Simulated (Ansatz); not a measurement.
# CuO (Tenorite) (C2/c) in Ansatz: notebook, part 2 of 2

Ansatz 0.2.0.

## (4) Relaxation of cell and atoms, r2SCAN+U

input.yaml reads:

```yaml
crystal:
  lattice:
    - [2.34185, -1.7113, 0.0]
    - [2.34185, 1.7113, 0.0]
    - [-0.8500274268, 0.0, 5.0578693947]
  atoms:
    - { symbol: Cu, position: [0.5, 0.0, 0.5] }
    - { symbol: Cu, position: [0.0, 0.5, 0.0] }
    - { symbol: O, position: [0.4184, 0.5816, 0.75] }
    - { symbol: O, position: [0.5816, 0.4184, 0.25] }
hamiltonian:
  xc: r2scan
  pseudopotentials: { kind: paw }
  hubbard: { sites: [{ species: Cu, l: d, u_eff: 6.0 }] }
kpoints:
  mp_grid: { grid: [10, 10, 5] }
scf:
  occupations: { method: fermi_dirac, width: 0.05 }
output:
  forces: true
  stress: true
  eigenvalues: true
  write_density: true
  write_potential: true
  elf: true
  volumetric_format: npy
relax:
  f_tol: 0.01
  max_steps: 40
  cell: { stress_tol: 0.05 }
```

Potentials or basis: Ansatz PAW.

Started as:

```
ansatz run input.yaml --threads 2 --pin off --max-ram 5632MiB --backend cpu --events-out ev --progress --plain --runs-dir out
```

Log:

```text
Warning: RAYON_NUM_THREADS=2 ignored (pool sized by the plan → 2); use --threads N
Cu: projections on atomic orbitals take those of the free atom [Ne] 3s2 3p6 3d10 4s1, of charge +0.00 (hamiltonian.pseudopotentials.projection_atoms); the dataset's partial waves leave at most 2.0e-6 of an orbital's norm unspanned inside its sphere
O: projections on atomic orbitals take those of the free atom [He] 2s2 2p4, of charge +0.00 (hamiltonian.pseudopotentials.projection_atoms); the dataset's partial waves leave at most 1.9e-8 of an orbital's norm unspanned inside its sphere
Engine: ansatz 0.2.0, aarch64-unknown-linux-gnu
Pseudopotentials: kind: paw
Pseudopotential: Cu, paw, valence charge 19, recommended cutoff 500 eV (meta_gga), Cu.paw.azcp
Pseudopotential: O, paw, valence charge 6, recommended cutoff 500 eV (meta_gga), O.paw.azcp
Functional definition: r2SCAN
  parameter k0 = 0.174
  parameter k1 = 0.065
  parameter a1 = 4.9479
  exchange = r2scan_x(k0 = k0, k1 = k1, a1 = a1)
  correlation = r2scan_c
Crystal: 4 atoms, lattice volume = 40.540 Å³
Basis set: ecut = 500 eV, 1031 PW (Γ), exchange–correlation on 96×96×160 points (64 copies of the dense FFT grid, shifted against one another)
Bands: 30, of which v1, the nominal top of the filled ones, is band 25 counted from 1 (24 counted from 0)
Symmetry: 4 space group operations
Space group: C2/c (ITA 15), of the structure as read, at distance tolerance 3.4e-5 Å
k-points: 141 of 500
Non-local potential: Cu, projectors of the file, l = 0: 3, l = 1: 2, l = 2: 3, l = 3: 1
Non-local potential: O, projectors of the file, l = 0: 2, l = 1: 2, l = 2: 1
PAW form: soft (Blöchl's): semilocal exchange-correlation on the pseudo side does not see the compensation charge
PAW frozen core: Cu, regenerated for the run's functional (the file was generated under x = pbe(κ = 0.804, μ = 0.2195149727645171), c = pbe(β = 0.06672455060314922))
PAW frozen core: O, regenerated for the run's functional (the file was generated under x = pbe(κ = 0.804, μ = 0.2195149727645171), c = pbe(β = 0.06672455060314922))
PAW one-centre angular grid: Cu, 590 points (default); XC on 160 Gauss nodes
PAW one-centre angular grid: O, 302 points (default); XC on 160 Gauss nodes
Initial density: superposition of atomic densities (chi_scale 0.1, normalization cell, long waves of neutral atoms under a Hubbard term (reshape's long-wave potential 0.00 eV rms, cloud 1.98 Å wide))
Initial wavefunctions: pseudopotential atomic-orbital guess
Functional: x = r2scan, c = r2scan; τ floored in thin density (d = 2e-4 eV/Å³)
SCF iter   1: F=—  HF=-14394.364643 eV  |F-HF|=—  |Δ(HF+E_count)|=         —  Δρ=1.03e-1  dr2=2.87e0  dr2_τ=9.94e-3  ethr=3.10e-3  ⟨swp⟩=4.9  Hψ=14328  notcnv=0
[... 295 lines left out ...]
  E_vpaw       = -1066.061161  (= ΣTr[D̂ρ^β])
  E_aug_tail   = 0.002424  (compensation charges beyond the density's cutoff)
  E_vtau       = 30.460898  (kinetic-family band-sum trace: ∫τ·v_τ [+ j·A + Jᵃ·Aᵃ] dr)
  E_ewald      = -6512.814019
  E_core_change = -0.666098  (= ΣΔE_core)
  E_smearing   = -0.019724  (= −TS)
  E_closure    = 0.000000  (closes the sum)
  Σ components = -14394.611223   (vs F -14394.611223, Δ=0.00e0)
--- Forces (eV/Å), atoms counted from 1 ---
  atom   1  Cu     0.00000000     0.00000000     0.00000000
  atom   2  Cu    -0.00000000     0.00000000     0.00000000
  atom   3  O      0.00000000     0.00033039    -0.00000000
  atom   4  O      0.00000000    -0.00033039     0.00000000
  max |Σ_I F_I| component: 7.83e-28 eV/Å
--- Stress (GPa, compression-positive) ---
       -0.014646      -0.000000       0.006408
       -0.000000      -0.000155      -0.000000
        0.006409      -0.000000      -0.005342
  P = ⅓ Tr σ = -0.0067 GPa (-0.067 kbar)
--- Band table (eV; the first three rows and the last of 141) ---
  k-point 0: bands = ["-105.0997", "-105.0986", "-61.0317", "-61.0316", "-61.0262", "-61.0200", "-60.7591", "-60.7591", "-10.4351", "-9.1032", "1.6437", "4.2086", "4.2211", "4.8589", "5.0666", "5.3424", "5.9200", "6.0129", "6.1125", "6.1232", "7.0114", "7.0144", "7.1025", "7.9143", "10.9521", "10.9741", "12.3645", "17.4137", "18.6037", "24.8799"]
  k-point 1: bands = ["-105.0995", "-105.0986", "-61.0317", "-61.0316", "-61.0256", "-61.0206", "-60.7591", "-60.7591", "-10.3266", "-9.2545", "1.9955", "4.2788", "4.2895", "4.7179", "5.0965", "5.2706", "5.7370", "5.7417", "5.9292", "6.0048", "7.0379", "7.4535", "7.4582", "7.5133", "10.7902", "10.8092", "12.8904", "16.3825", "19.9495", "24.9911"]
  k-point 2: bands = ["-105.0990", "-105.0987", "-61.0316", "-61.0316", "-61.0241", "-61.0222", "-60.7591", "-60.7591", "-10.0273", "-9.6210", "2.9145", "4.0142", "4.4429", "4.4487", "5.1456", "5.1892", "5.3109", "5.3170", "5.9523", "5.9812", "6.9334", "7.0190", "8.0001", "8.0044", "10.4830", "10.4917", "13.9612", "15.1366", "22.0287", "24.2223"]
  k-point 140: bands = ["-105.0975", "-105.0975", "-61.0445", "-61.0436", "-61.0208", "-61.0207", "-60.7692", "-60.7687", "-9.1636", "-9.0802", "3.3961", "3.4097", "4.1351", "4.1431", "4.6383", "4.6867", "5.2040", "5.4748", "6.0092", "6.0099", "7.2738", "7.2841", "7.7692", "7.7804", "9.2544", "10.2230", "14.6230", "15.9716", "22.0523", "22.1661"]
Occupation matrices written to <dir>
--- Relaxed structure (17 steps of the walk, 15 accepted, 3 SCFs on fresh bases) ---
  F+E_penalty+E_count = -14394.61122298 eV   max|allowed force component| = 3.304e-4 eV/Å   (the final SCF, on the basis selected at the relaxed cell)
  cell:  # Å, volume = 43.7020 Å³
    - [2.0626929990521865, -2.051573419951468, 0.13370642812575015]
    - [2.0626929990521865, 2.051573419951468, 0.13370642812575015]
    - [-0.45992526061482075, 1.6848392685114028e-17, 5.13374780971847]
  atoms:
    - { symbol: Cu, position: [0.5, 1.3877787807814457e-17, 0.5000000000000002] }
    - { symbol: Cu, position: [1.929879867024198e-17, 0.5, 1.734723475976807e-18] }
    - { symbol: O, position: [0.4925511568792654, 0.5074488431207348, 0.7500000000000003] }
    - { symbol: O, position: [0.5074488431207347, 0.4925511568792653, 0.2500000000000001] }
```

Wall time 4.6 min (2 threads of Arm Neoverse V2, shared host); peak memory 0.69 GiB.

What came out:

- Free energy: -14394.6112 eV
- Relaxed volume: 10.93 Å³/atom
- Relaxed cell: a = 2.912 Å, b = 2.912 Å, c = 5.154 Å, α = 91.00°, β = 91.00°, γ = 89.57°
- Space group after relaxing (to 0.05 Å): C2/c (No. 15)
- Energy gained by relaxing: 8.8 meV/atom
- Ionic steps: 18
- Pressure after relaxing: 0.0 GPa
- Band gap on the k mesh: none (metal or under the smearing width)

Step by step:
| step | energy change (eV) | largest force (eV/Å) | volume (Å³) |
| --- | --- | --- | --- |
| 1 | 0.0000 | 0.1397 | 40.54 |
| 2 | -0.0067 | 0.1248 | 40.94 |
| 3 | -0.0174 | 0.0032 | 41.79 |
| 4 | -0.0211 | 0.0164 | 42.20 |
| 5 | -0.0259 | 0.0285 | 42.67 |
| 6 | -0.0273 | 0.0018 | 42.90 |
| 7 | -0.0273 | 0.0002 | 43.02 |
| 8 | -0.0273 | 0.0002 | 43.05 |
| 9 | -0.0273 | 0.0000 | 43.07 |
| 10 | -0.0323 | 0.0000 | 43.07 |
| 11 | -0.0332 | 0.0051 | 43.36 |
| 12 | -0.0339 | 0.0133 | 43.70 |
| 13 | -0.0341 | 0.0009 | 43.64 |
| 14 | -0.0342 | 0.0001 | 43.64 |
| 15 | -0.0351 | 0.0002 | 43.64 |
| 16 | -0.0351 | 0.0027 | 43.72 |
| 17 | -0.0352 | 0.0003 | 43.70 |
| 18 | -0.0352 | 0.0003 | 43.70 |

Final structure:
```
CELL_PARAMETERS angstrom
2.06269 -2.05157 0.13371
2.06269 2.05157 0.13371
-0.45993 0.00000 5.13375
ATOMIC_POSITIONS crystal
Cu 0.50000 0.00000 0.50000
Cu 0.00000 0.50000 0.00000
O 0.49255 0.50745 0.75000
O 0.50745 0.49255 0.25000
```

Eigenvalues of the final occupation matrices:
| site | spin | trace | eigenvalues |
| --- | --- | --- | --- |
| site 1 | 1 | 4.76 | 0.79 0.97 0.99 1.00 1.00 |
| site 2 | 1 | 4.76 | 0.79 0.97 0.99 1.00 1.00 |

Caveat: the plane-wave basis is chosen anew once the cell has moved, so the energies of steps on either side of that aren't comparable; the run has no spin polarisation, though such a crystal can be magnetic; U without spin polarisation on a metal has little footing; the PAW data sets come from PBE, with cores solved anew for the run's functional, which leaves a small shift of forces and pressure.

## (5) Relaxation of cell and atoms, r2SCAN+U

Changes to input.yaml since step 4:

```diff
@@ -13,3 +13,3 @@
   pseudopotentials: { kind: paw }
-  hubbard: { sites: [{ species: Cu, l: d, u_eff: 6.0 }] }
+  hubbard: { sites: [{ species: Cu, l: d, u_eff: 8.0 }] }
 kpoints:
@@ -22,6 +22,2 @@
   eigenvalues: true
-  write_density: true
-  write_potential: true
-  elf: true
-  volumetric_format: npy
 relax:
```

Started as:

```
ansatz run input.yaml --threads 2 --pin off --max-ram 5632MiB --backend cpu --events-out ev --progress --plain --runs-dir out
```

Run time: 3.2 min. Hardware: 2 threads of Arm Neoverse V2, shared host; peak memory 0.7 GiB.

It converged, with:

```
Free energy                            : -14393.8356 eV
Relaxed volume                         : 10.83 Å³/atom
Relaxed cell                           : a = 2.922 Å, b = 2.922 Å, c = 5.152 Å, α = 94.65°, β = 94.65°, γ = 82.34°
Space group after relaxing (to 0.05 Å) : C2/c (No. 15)
Energy gained by relaxing              : 6.0 meV/atom
Ionic steps                            : 14
Pressure after relaxing                : 0.0 GPa
Band gap on the k mesh                 : none (metal or under the smearing width)
```

Step by step:
| step | energy change (eV) | largest force (eV/Å) | volume (Å³) |
| --- | --- | --- | --- |
| 1 | 0.0000 | 0.0913 | 40.54 |
| 2 | -0.0083 | 0.0895 | 41.07 |
| 3 | -0.0149 | 0.0419 | 41.86 |
| 4 | -0.0173 | 0.0398 | 42.13 |
| 5 | -0.0196 | 0.0307 | 42.61 |
| 6 | -0.0200 | 0.0027 | 42.79 |
| 7 | -0.0200 | 0.0001 | 42.85 |
| 8 | -0.0200 | 0.0003 | 42.88 |
| 9 | -0.0233 | 0.0002 | 42.88 |
| 10 | -0.0234 | 0.0032 | 43.18 |
| 11 | -0.0236 | 0.0006 | 43.20 |
| 12 | -0.0235 | 0.0016 | 43.31 |
| 13 | -0.0235 | 0.0004 | 43.34 |
| 14 | -0.0240 | 0.0004 | 43.34 |

Final structure:
```
Cu O
1.0
     2.19868   -1.92339    0.05426
     2.19868    1.92339    0.05426
    -0.68087    0.00000    5.10702
Cu O
2 2
Cartesian
  0.7589 -0.9617 2.5806
  1.0993 0.9617 0.0271
  1.6880 0.1460 3.8845
  2.0285 -0.1460 1.3310
```

Levels at points of the mesh, in eV from the Fermi level:
| k point | band 22 | band 23 | band 24 | band 25 | band 26 | band 27 | band 28 | band 29 |
| --- | --- | --- | --- | --- | --- | --- | --- | --- |
| (0.00, 0.00, 0.00) | -2.97 | -2.92 | -2.12 | 0.50 | 0.88 | 2.37 | 7.30 | 8.80 |
| (0.00, -0.50, 0.00) | -3.08 | -2.90 | -1.98 | 0.27 | 0.52 | 5.34 | 7.31 | 7.80 |
| (-0.50, -0.50, 0.00) | -3.73 | -2.46 | -2.36 | -1.81 | 1.27 | 3.64 | 8.87 | 9.82 |

Eigenvalues of the final occupation matrices:
```tsv
site	spin	trace	eigenvalues
site 1	1	4.78	0.81 0.98 1.00 1.00 1.00
site 2	1	4.78	0.81 0.98 1.00 1.00 1.00
```

Caveat: the plane-wave basis is chosen anew once the cell has moved, so the energies of steps on either side of that aren't comparable; the run has no spin polarisation, though such a crystal can be magnetic; U without spin polarisation on a metal has little footing; the PAW data sets come from PBE, with cores solved anew for the run's functional, which leaves a small shift of forces and pressure. Zero-point motion and thermal expansion aren't in these numbers.

## (6) Summary

```tsv
U	gap on the mesh (eV)	pressure (GPa)	relaxed volume (Å³/atom)
Cu d U = 4 eV	none	0.0	10.85
Cu d U = 5 eV	none	0.0	10.88
Cu d U = 6 eV	none	0.0	10.93
Cu d U = 8 eV	none	0.0	10.83
```

Alike in all rows: task relaxation of cell and atoms; level r2SCAN+U; potentials or basis Ansatz PAW; no spin polarisation; cell relaxed; k mesh 10 × 10 × 5; cutoff (eV) 500; smearing fermi-dirac 0.05 eV.

Caveats: the plane-wave basis is chosen anew once the cell has moved, so the energies of steps on either side of that aren't comparable; the run has no spin polarisation, though such a crystal can be magnetic; U without spin polarisation on a metal has little footing; the PAW data sets come from PBE, with cores solved anew for the run's functional, which leaves a small shift of forces and pressure.

Absolute energies hang on the potentials; compare differences alone.
